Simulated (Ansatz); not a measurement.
**Moving the functional in MgS**

```
S Mg
1.0
     4.03462    0.00000    0.00000
    -2.01731    3.49409    0.00000
     0.00000    0.00000    6.43229
S Mg
2 2
Direct
  0.66667 0.33333 0.87924
  0.33333 0.66667 0.37924
  0.33333 0.66667 0.99575
  0.66667 0.33333 0.49575
```

The cell comes from a database or a generator and needn't be the stable form of this composition.

Kept alike: task equation of state; k mesh 8 × 8 × 4; occupations fermi-dirac, width 0.05 eV; no spin polarisation. Program: Ansatz, Ansatz PAW. Cutoffs run from 420 to 500 eV. The mesh is that of the run's cell of 4 atoms. No spin-orbit coupling.

| functional | volume (Å³/atom) | bulk modulus (GPa) |
| --- | --- | --- |
| LDA | 21.860 | 61.5 |
| PBEsol | 22.546 | 57.7 |
| r2SCAN | 22.675 | 59.9 |

Volume and modulus come from cells scaled at fixed shape and fractions; off cubic symmetry such a modulus can lie above the relaxed one. All rows use potentials made for PBE.

What does the functional change here?

The volume runs from 21.860 (LDA) to 22.675 Å³/atom (r2SCAN). The bulk modulus runs from 57.7 (PBEsol) to 61.5 GPa (LDA).
